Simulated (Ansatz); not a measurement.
An ordered 6-atom cell of SiC2 on the diamond lattice, 6 atoms and 24 valence electrons in a cell of about 54 Å³, was run 7 times in Ansatz 0.2.0, each time on 4 threads of Arm Neoverse V1 (shared host).

| run | k mesh | irreducible k | cutoff (eV) | plane waves | bands | SCF iterations | wall time | peak host memory (GiB) |
| --- | --- | --- | --- | --- | --- | --- | --- | --- |
| relaxation, PBE | 12×12×4 | 69 | 420 | 1057 | 18 | 60 | 10 s | 0.38 |
| relaxation, r2SCAN | 12×12×4 | 69 | 500 | 1395 | 18 | 30 | 11 s | 0.53 |
| bands, PBE | 12×12×4 | 69 | 420 | 1045 | 17 | 6 | 1.7 s | 0.35 |
| single point, r2SCAN | 12×12×4 | 69 | 500 | 1395 | 17 | 7 | 3.1 s | 0.5 |
| single point, HSE06 | 6×6×2 | 14 | 420 | 1045 | 17 | 14 | ? | ? |
| field response, r2SCAN | 9×9×4 | 95 | 500 | 1395 | 18 | 13 | ? | ? |
| single point, PBE0 | 6×6×2 | 14 | 420 | 1045 | 17 | 14 | ? | ? |

Task: Estimate the missing times and memories.

Result:
```
                   run  wall time  peak host memory (GiB)
   single point, HSE06       20 s                    0.77
field response, r2SCAN       77 s                     1.2
    single point, PBE0       19 s                    0.77
```
